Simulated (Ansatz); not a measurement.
# C: the cost of one run

Method: DFT r2SCAN, scalar-relativistic, plane waves, PAW, in Ansatz 0.2.0.

A COD entry behind a cell of this session may itself be a prediction, so a difference from it is no test against experiment.

## Step 1: The starting structure

It takes space group P6_3/mmc (No. 194, hexagonal). The conventional cell has a = 2.510 Å, b = 2.510 Å, c = 8.280 Å, α = 90.00°, β = 90.00°, γ = 120.00°. Around C (site symmetry 3m) lie 4 C at 1.54 Å. Around C (site symmetry 3m) lie 4 C at 1.54 to 1.57 Å.

Structure file:

```
CELL_PARAMETERS angstrom
2.50984 0.00000 0.00000
-1.25492 2.17358 0.00000
0.00000 0.00000 8.28032
ATOMIC_POSITIONS crystal
C 0.00000 0.00000 0.09293
C 0.00000 0.00000 0.59293
C 0.00000 0.00000 0.40707
C 0.00000 0.00000 0.90707
C 0.33333 0.66667 0.15550
C 0.66667 0.33333 0.65550
C 0.33333 0.66667 0.34450
C 0.66667 0.33333 0.84450
```

It is the result of an earlier relaxation at this level (volume 5.65 Å³/atom; gap on the mesh: 4.80 eV).

## Step 2: The reference cell

Reference values: F = -2012.3620 eV; pressure 0.00 GPa; largest force 0.002 eV/Å; gap on the mesh 4.80 eV. It was computed beforehand with the settings of the runs below.

## Step 3: Next: rattled cells

All atoms are moved at random with no net shift, in some cells together with a random strain.

## Step 4: At rms move = 0.366 Å

Input file input.yaml:

```yaml
crystal:
  lattice:
    - [2.4904576617, -0.054240797, 0.0798002238]
    - [-1.2922027389, 2.1446395651, 0.0115589868]
    - [0.2632724949, 0.1960346868, 8.3222410996]
  atoms:
    - { symbol: C, position: [0.1042688015, 0.1043974546, 0.1031114036] }
    - { symbol: C, position: [-0.0559771842, -0.0391931747, 0.5756013665] }
    - { symbol: C, position: [-0.1280734268, -0.2142261524, 0.4338036658] }
    - { symbol: C, position: [0.0853240115, -0.1468219541, 0.9028678756] }
    - { symbol: C, position: [0.2915006542, 0.6398830673, 0.1600202537] }
    - { symbol: C, position: [0.7790467152, 0.4254368791, 0.6353756151] }
    - { symbol: C, position: [0.306316518, 0.8677571451, 0.3398822479] }
    - { symbol: C, position: [0.6175939106, 0.3627667351, 0.8493375717] }
basis:
  ecutwfc: 500
kpoints:
  mp_grid: { grid: [12, 12, 4] }
hamiltonian:
  xc: r2scan
scf:
  occupations: { method: gaussian, width: 0.05 }
output:
  forces: true
  stress: true
  eigenvalues: true
  write_density: true
  write_potential: true
  elf: true
  volumetric_format: npy
```

The run is started by

```bash
> ansatz run input.yaml --threads 2 --pin off --max-ram 5120MiB --backend cpu --events-out ev --progress --plain --runs-dir out
```

**Question.** How long does this run take on 2 threads of Arm Neoverse V2, shared host, and how much memory does it need?

About 42 s, with a peak of 0.68 GiB.
